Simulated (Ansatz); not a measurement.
# FeO (Wuestite) in Ansatz: the effect of fixed moment

FeO (Wuestite):

```xyz
2
Lattice="0.0000 2.1554 2.1554 2.1554 0.0000 2.1554 2.1554 2.1554 0.0000" Properties=species:S:1:pos:R:3 pbc="T T T"
Fe    0.0000    0.0000    0.0000
O     2.1554    2.1554    2.1554
```

Alike in all runs:

* Program: Ansatz 0.2.0
* Task: single point
* Functional: PBEsol
* Potentials or basis: Ansatz PAW
* Cutoff: 420 eV (not typed: the program's choice for these potentials)
* k mesh: 9 × 9 × 9
* Occupations: fermi-dirac, width 0.05 eV

```csv
fixed moment,spin,starting moments,energy over the lowest run (meV/atom),pressure (GPa)
0,"collinear spin, program default start",-,709.0,-34.0
0.8,"collinear spin, ferromagnetic start","[0.8, 0.0] μB",631.9,-31.6
1.5,"collinear spin, ferromagnetic start","[1.5, 0.0] μB",?,?
2.2,"collinear spin, ferromagnetic start","[2.2, 0.0] μB",352.1,-26.6
3,"collinear spin, ferromagnetic start","[3.0, 0.0] μB",151.8,-19.7
3.8,"collinear spin, ferromagnetic start","[3.8, 0.0] μB",0.0,-11.2
4.5,"collinear spin, ferromagnetic start","[4.5, 0.0] μB",383.5,3.1
6,"collinear spin, ferromagnetic start","[6.0, 0.0] μB",2836.5,47.7
```

Task: What does the run with fixed moment 1.5 give?

Result: Energy over the lowest run 518.7 meV/atom; pressure -30.6 GPa.

Worked out: The energy over the lowest run follows no smooth curve through the other rows. A parabola through the other rows of the pressure, of slope 3.58 GPa per unit of fixed moment there, gives -33.1 GPa, against the run's -30.6.

Caveats: the total moment is fixed, so each spin has its own Fermi level; the PAW data sets come from PBE, with cores solved anew for the run's functional, which leaves a small shift of forces and pressure; the thresholds are loose for stress; a cell with one magnetic atom can't hold antiferromagnetic order, which such compounds often take (some runs); a pressure of tens of GPa on the cell as given is suspect, and the run, the potentials or the cell itself is likely at fault (some runs).
